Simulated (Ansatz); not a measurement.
## Barrier of one jump, H in TaN

Computed with DFT PBE, scalar-relativistic, plane waves, PAW in Ansatz. Run with 420 eV cutoff, 5×5×4 k-mesh, shifted by half a step, Gaussian smearing of 0.10 eV, no spin polarisation.

In a supercell of 12 host sites, interstitial H hops to an equivalent place, moving 2.11 Å between the relaxed ends. Climbing-image nudged elastic band at fixed cell with images 0 (start) to 6 (end), the path measured over all atoms, converged to 0.05 eV/Å; the order of the saddle wasn't checked, and the small cell leaves errors of about a tenth of an eV. Zero-point motion and tunnelling, which matter for H, are left out.

A cell with an odd number of electrons and no spin polarisation is a metal by construction and may be lower with spin. Spin-orbit coupling is left out, which matters for the bands and energies of heavy elements.

Command:

```bash
ansatz run input.yaml --threads 4 --pin off --max-ram 10240MiB --backend cpu --events-out ev --progress --plain --runs-dir out
```

Input:

```yaml
crystal:
  lattice:
    - [2.6129454195, -4.5257542241, 0.0]
    - [-5.2258908391, 0.0, 0.0]
    - [0.0, 0.0, -5.8452938781]
  atoms:
    - { symbol: Ta, position: [0.3335326862, 0.6674796769, 0.2499999057] }
    - { symbol: Ta, position: [0.3396619463, 0.6625437652, 0.7500001083] }
    - { symbol: Ta, position: [0.6660530284, 0.3325203465, 0.2499998909] }
    - { symbol: Ta, position: [0.6771182081, 0.3374562545, 0.7500000943] }
    - { symbol: Ta, position: [0.995907992, 1.0000000122, 0.4943389145] }
    - { symbol: Ta, position: [0.9959083734, 0.999999997, 0.0056592648] }
    - { symbol: "N", position: [1.0000001708, 0.6060228116, 0.499033909] }
    - { symbol: "N", position: [0.9999998292, 0.6060226409, 0.0009659704] }
    - { symbol: "N", position: [0.3939773611, 0.3939772054, 0.4990339408] }
    - { symbol: "N", position: [0.3939771769, 0.3939773493, 0.0009659697] }
    - { symbol: "N", position: [0.6066707024, 2.3e-09, 0.4998778078] }
    - { symbol: "N", position: [0.6066713489, -2.3e-09, 0.0001215661] }
    - { symbol: H, position: [0.2336356345, 3.42e-08, 0.7499974208] }
basis:
  ecutwfc: 420
  xc_grid: 2
kpoints:
  mp_grid: { grid: [5, 5, 4], shift: [0.0, 0.0, 0.5] }
hamiltonian:
  xc: pbe
scf:
  occupations: { method: gaussian, width: 0.1 }
output:
  forces: true
neb:
  images: 5
  f_tol: 0.05
  max_iterations: 70
  order_check: false
  final_atoms:
    - { symbol: Ta, position: [0.3339469907, 0.6664673138, 0.2499999057] }
    - { symbol: Ta, position: [0.3228818188, 0.6603380537, 0.7500001083] }
    - { symbol: Ta, position: [0.6664673181, 0.3339469716, 0.2499998909] }
    - { symbol: Ta, position: [0.6603380465, 0.3228817919, 0.7500000943] }
    - { symbol: Ta, position: [1.0040920201, 1.004092008, 0.4943389145] }
    - { symbol: Ta, position: [1.0040916236, 1.0040916266, 0.0056592648] }
    - { symbol: "N", position: [0.9999998442, 0.6060226389, 0.4990339408] }
    - { symbol: "N", position: [1.0000001725, 0.6060228231, 0.0009659697] }
    - { symbol: "N", position: [0.3933292999, 0.3933292976, 0.4998778078] }
    - { symbol: "N", position: [0.3933286488, 0.3933286511, 0.0001215661] }
    - { symbol: "N", position: [0.6060226408, -1.708e-07, 0.499033909] }
    - { symbol: "N", position: [0.6060228117, 1.708e-07, 0.0009659704] }
    - { symbol: H, position: [-0.2336356003, -0.2336356345, 0.7499974208] }
```

Course of the band:

```csv
iteration,largest band force (eV/Å),climbing image,energies over image 0 (eV)
1,1.780,none,0.000 0.261 0.809 1.099 0.809 0.261 0.000
2,0.651,none,0.000 0.240 0.685 0.916 0.685 0.240 0.000
3,0.160,3,0.000 0.220 0.653 0.879 0.653 0.220 0.000
4,0.047,3,0.000 0.221 0.651 0.874 0.651 0.221 0.000
```

Final band:

```tsv
image	path (Å)	E − E(0) (eV)	H x (Å)	H y (Å)	H z (Å)	force on H (eV/Å)
0	0.00	0.000	0.610	-1.057	-4.384	0.00
1	0.35	0.221	0.690	-0.709	-4.384	1.07
2	0.69	0.651	0.753	-0.356	-4.384	1.10
3	1.04	0.874	0.781	0.000	-4.384	0.00
4	1.39	0.651	0.753	0.356	-4.384	1.10
5	1.73	0.221	0.690	0.709	-4.384	1.07
6	2.08	0.000	0.610	1.057	-4.384	0.00
```

Barrier 0.87 eV. It took 7.6 min on 4 threads of AMD EPYC 7R43 64-Core Processor (Zen 3), with other jobs on the host, peak memory 2.2 GiB.